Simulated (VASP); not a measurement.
Wanted: the native input for a VASP 6.6.1 run.

* Task: single point
* Functional: PBE
* Potentials or basis: VASP PAW PBE potentials, release 64 (Be, Te)
* Cutoff: 520 eV
* k mesh: 8 × 8 × 8
* Occupations: gaussian, width 0.02 eV
* Spin: no spin polarisation
* Dipole correction: no
* Further INCAR settings: ALGO = Fast; EDIFF = 1e-07; NBANDS = 11

The structure of BeTe lies in POSCAR:

```
BeTe
1.0
    0.0000000000      2.8318743618      2.8318743618
    2.8318743618      0.0000000000      2.8318743618
    2.8318743618      2.8318743618      0.0000000000
Be Te
1 1
Direct
    0.0000000000      0.0000000000      0.0000000000
    0.2500000000      0.2500000000      0.2500000000
```

The input as run:

INCAR

```
PREC = Accurate
ENCUT = 520
EDIFF = 1E-7
ISMEAR = 0
SIGMA = 0.02
LREAL = False
LASPH = True
NELM = 100
ALGO = Fast
ISIF = 2
LWAVE = False
LCHARG = True
GGA = PE
LELF = True
LVHAR = True
NBANDS = 11
```

KPOINTS

```
Automatic mesh
0
Gamma
  8 8 8
```

Potentials or basis: VASP PAW PBE potentials, release 64 (Be, Te).

Launch:

```sh
$ cat potpaw_PBE.64/Be/POTCAR potpaw_PBE.64/Te/POTCAR > POTCAR
$ mpirun -np 1 vasp_std > vasp.out
```

It gave:

```
Pressure               : 0.1 GPa
Band gap on the k mesh : 2.01 eV, indirect (least direct gap 3.62 eV)
```

Caveat: spin-orbit coupling is left out, which moves the levels of the heavy elements.

It took 15 s on 1 thread of Intel(R) Xeon(R) Platinum 8488C (Sapphire Rapids), on a shared host, peak memory 0.17 GiB.
